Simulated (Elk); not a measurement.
The cell is the one relaxed in the Materials Project (mp-150), not relaxed further here; entries there can be hypothetical.

A run on Fe: DFT, PBE, all-electron APW+lo, Dirac cores, scalar-relativistic bands (Elk 11.2.3 with local patches). The input:

```
tasks
  0
  110
  115
  15

xctype
  20

rgkmax
  8.0

gmaxvr
  16.0

lmaxapw
  10

lmaxo
  7

lmaxi
  3

nrmtscf
  2.0

nempty
  8

epspot
  1e-06

epsengy
  1e-05

maxscl
  120

hmaxvr
  6.0

lradstp
  4

swidth
  0.002

reducebf
  0.5

spinpol
  .true.

tforce
  .true.

sppath
  './'

avec
  0.00000000000 3.45399527331 3.45399527331
  3.45399527331 0.00000000000 3.45399527331
  3.45399527331 3.45399527331 0.00000000000

atoms
  1
  'Fe.in'
  1
  0.000000000000 0.000000000000 0.000000000000   0.000 0.000 -0.500

ngridk
  6 6 6
```

Sphere radii set in the species files: Fe 2.25 bohr.

Total energy and RMS change of the potential by loop (first and last loops):

```json
{"loop": "1", "E (Ha)": "-1272.979341", "RMS ΔV (Ha)": "–"}
{"loop": "2", "E (Ha)": "-1274.644967", "RMS ΔV (Ha)": "3.83e+00"}
{"loop": "3", "E (Ha)": "-1272.392275", "RMS ΔV (Ha)": "2.19e+00"}
{"loop": "4", "E (Ha)": "-1273.720515", "RMS ΔV (Ha)": "7.29e-01"}
{"loop": "5", "E (Ha)": "-1272.683230", "RMS ΔV (Ha)": "2.54e-01"}
{"loop": "113", "E (Ha)": "-1272.818226", "RMS ΔV (Ha)": "7.12e-03"}
{"loop": "114", "E (Ha)": "-1272.833006", "RMS ΔV (Ha)": "5.38e-03"}
{"loop": "115", "E (Ha)": "-1272.790022", "RMS ΔV (Ha)": "8.73e-04"}
{"loop": "116", "E (Ha)": "-1272.810846", "RMS ΔV (Ha)": "1.81e-03"}
{"loop": "117", "E (Ha)": "-1272.806486", "RMS ΔV (Ha)": "1.34e-03"}
{"loop": "118", "E (Ha)": "-1272.770808", "RMS ΔV (Ha)": "1.57e-03"}
{"loop": "119", "E (Ha)": "-1272.773347", "RMS ΔV (Ha)": "7.96e-04"}
{"loop": "120", "E (Ha)": "-1272.772592", "RMS ΔV (Ha)": "–"}
```

Q: Is the run sound, and if not, why?

A: No. The loop stopped after 120 iterations without meeting its targets.
